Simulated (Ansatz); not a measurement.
Runs of Ansatz 0.2.0 on HgTe (Coloradoite). Symmetry: F-43m, No. 216, cubic system. The conventional cell has a = 6.429 Å, b = 6.429 Å, c = 6.429 Å, α = 90.00°, β = 90.00°, γ = 90.00°. Around Hg (site symmetry -43m) lie 4 Te at 2.78 Å. Te (site symmetry -43m) is surrounded by 4 Hg at 2.78 Å. 

| task | level | potentials or basis | spin | cell | k mesh | cutoff (eV) | smearing | basis error allowed | pressure (GPa) |
| --- | --- | --- | --- | --- | --- | --- | --- | --- | --- |
| band structure | PBEsol | all-electron LAPW, relativistic spinors | SOC, no magnetisation | as given | 5 × 5 × 5 | 262 | fermi-dirac 0.05 eV | 0.001 eV/atom | (a) |
| band structure | PBEsol | all-electron PAW datasets made for the crystal | off | as given | 7 × 7 × 7 | 240 | fermi-dirac 0.05 eV | - | 1.8 |
| single point | PBE | all-electron LAPW, scalar-relativistic | off | the cell as VASP's run set it | 7 × 7 × 7 | 262 | gaussian 0.05 eV | 0.001 eV/atom | 4.6 |
| band structure | PBEsol | all-electron LAPW, inner shells corrected to Dirac's equation | off | as given | 7 × 7 × 7 | 262 | fermi-dirac 0.05 eV | 0.001 eV/atom | 1.8 |
| band structure | PBEsol | all-electron LAPW, scalar-relativistic | off | as given | 5 × 5 × 5 | 262 | fermi-dirac 0.05 eV | 0.001 eV/atom | 1.9 |

Task: Fill in the values left out.

Result: (a) 1.4.

Caveats: the k mesh is thin for a metal, which can move the energy by tens of meV per atom (some runs).

The runs don't all hold the same shells in valence.
